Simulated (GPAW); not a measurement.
Crystal: WC (Qusongite).

```
CELL_PARAMETERS angstrom
2.90650 0.00000 0.00000
-1.45325 2.51710 0.00000
0.00000 0.00000 2.83660
ATOMIC_POSITIONS crystal
W 0.00000 0.00000 0.00000
C 0.66667 0.33333 0.50000
```

```yaml
Program: GPAW 26.7.0
Task: relaxation of cell and atoms
Functional: PBE
Potentials_or_basis: GPAW PAW data sets (gpaw-data 1.2.1)
Cutoff: 800 eV
Basis: pw
k_mesh: 10 × 10 × 9
Occupations: fermi-dirac, width 0.05 eV
Spin: no spin polarisation
```

At the start: pressure 5.4 GPa; volume 10.38 Å³/atom.

Task: Where does the relaxation end?

Result: Over 5 steps the energy falls by 2.6 meV/atom and the volume is 10.52 Å³/atom (+1.4 %); space group P-6m2 (No. 187, to 0.05 Å).

The path:
| step | energy change (eV) | largest force (eV/Å) | pressure (GPa) | volume (Å³) |
| --- | --- | --- | --- | --- |
| 1 | 0.0000 | 0.0000 | 5.37 | 20.75 |
| 2 | -0.0040 | 0.0000 | 2.35 | 20.91 |
| 3 | -0.0051 | 0.0000 | 0.02 | 21.03 |
| 4 | -0.0052 | 0.0000 | -0.04 | 21.04 |
| 5 | -0.0052 | 0.0000 | -0.02 | 21.04 |

Final structure:
```xyz
2
Lattice="2.9218 0.0000 0.0000 -1.4609 2.5303 0.0000 0.0000 0.0000 2.8456" Properties=species:S:1:pos:R:3 pbc="T T T"
W     0.0000    0.0000    0.0000
C     1.4609    0.8434    1.4228
```

Caveat: later steps reuse the first step's grids.
